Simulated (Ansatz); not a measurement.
# TiS2: the cost of one run

Computed with Ansatz 0.2.0 (DFT PBE+D3(BJ), scalar-relativistic, plane waves, PAW, unless a step's input says otherwise).

2 further runs of the same task are left out: 2 set aside as unsound or not needed.

## (1) The starting structure

Symmetry: P-3m1, No. 164, trigonal system. Conventional cell: a = 3.359 Å, b = 3.359 Å, c = 5.515 Å, α = 90.00°, β = 90.00°, γ = 120.00°. Around Ti (site symmetry -3m) lie 6 S at 2.41 Å. S (site symmetry 3m) has 3 Ti at 2.41 Å as nearest neighbours.

As a file:

```cif
data_structure
_symmetry_space_group_name_H-M 'P 1'
_symmetry_Int_Tables_number 1
_cell_length_a 3.3591
_cell_length_b 3.3591
_cell_length_c 16.5443
_cell_angle_alpha 90.000
_cell_angle_beta 90.000
_cell_angle_gamma 120.000
_cell_volume 161.66
loop_
_atom_site_label
_atom_site_type_symbol
_atom_site_fract_x
_atom_site_fract_y
_atom_site_fract_z
_atom_site_occupancy
Ti1 Ti 0.33333 0.66667 0.50000 1
Ti2 Ti 0.33333 0.66667 0.83337 1
Ti3 Ti 0.33333 0.66667 0.16663 1
S1 S 0.66667 0.33333 0.58637 1
S2 S 0.66667 0.33333 0.91973 1
S3 S 0.66667 0.33333 0.25300 1
S4 S 0.00000 0.00000 0.74700 1
S5 S 0.00000 0.00000 0.08027 1
S6 S 0.00000 0.00000 0.41363 1
```

It goes back to an entry of the Materials Project.

It is the result of an earlier relaxation at this level (volume 17.96 Å³/atom; gap on the mesh: none (metal)).

## (2) Relaxing to 0.001 eV/Å, with the smearing for a metal

The response runs start from a cell at rest, found with their own mesh and filling of the bands.

File input.yaml:

```yaml
crystal:
  lattice:
    - [3.3590626248, 0.0, 0.0]
    - [-1.6795313124, 2.909033566, 0.0]
    - [0.0, 0.0, 16.5442886522]
  atoms:
    - { symbol: Ti, position: [0.3333333333, 0.6666666667, 0.5] }
    - { symbol: Ti, position: [0.3333333333, 0.6666666667, 0.8333650376] }
    - { symbol: Ti, position: [0.3333333333, 0.6666666667, 0.1666349624] }
    - { symbol: S, position: [0.6666666667, 0.3333333333, 0.5863675549] }
    - { symbol: S, position: [0.6666666667, 0.3333333333, 0.9197282666] }
    - { symbol: S, position: [0.6666666667, 0.3333333333, 0.2530027613] }
    - { symbol: S, position: [0.0, 0.0, 0.7469972387] }
    - { symbol: S, position: [0.0, 0.0, 0.0802717334] }
    - { symbol: S, position: [0.0, 0.0, 0.4136324451] }
basis:
  ecutwfc: 420
kpoints:
  mp_grid: { grid: [12, 12, 2] }
hamiltonian:
  xc: pbe
  dispersion: d3bj
scf:
  occupations: { method: fermi_dirac, width: 0.15 }
output:
  forces: true
  stress: true
  eigenvalues: true
  write_density: true
  write_potential: true
  elf: true
  volumetric_format: npy
relax:
  adjacent_minimum: "off"
  f_tol: 0.001
  max_steps: 60
  cell: { stress_tol: 0.01 }
```

Launch:

```
> ansatz run input.yaml --threads 8 --pin off --max-ram 22528MiB --backend cpu --events-out ev --progress --plain --runs-dir out
```

**Question.** How long does this run take on 8 threads of an Arm CPU, shared host, and how much memory does it need?

About 14 s, with a peak of 0.84 GiB.
